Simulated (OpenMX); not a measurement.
ZrN:

```
Zr N
1.0
     0.00000    2.30000    2.30000
     2.30000    0.00000    2.30000
     2.30000    2.30000    0.00000
Zr N
1 1
Direct
  0.50000 0.50000 0.50000
  0.00000 0.00000 0.00000
```

Base run:

- Program: OpenMX 3.8.5
- Functional: LDA
- Potentials or basis: OpenMX 2013 LDA set, Zr7.0-s3p2d2, N6.0-s2p2d1, grid cutoff 400 Ry
- k mesh: 11 × 11 × 11
- Occupations: fermi-dirac, width 0.05 eV
- Spin: no spin polarisation

Its results: pressure -8.3 GPa.

Problem. The run is repeated on the same cell with these changes: functional from LDA to PBE; potentials or basis from OpenMX 2013 LDA set, Zr7.0-s3p2d2, N6.0-s2p2d1, grid cutoff 400 Ry to OpenMX 2013 PBE set, Zr7.0-s3p2d2, N6.0-s2p2d1, grid cutoff 400 Ry. What comes out?

Solution. Pressure 3.0 GPa.

Caveats: the basis of atomic orbitals isn't converged, which shifts pressures, moduli and gaps.
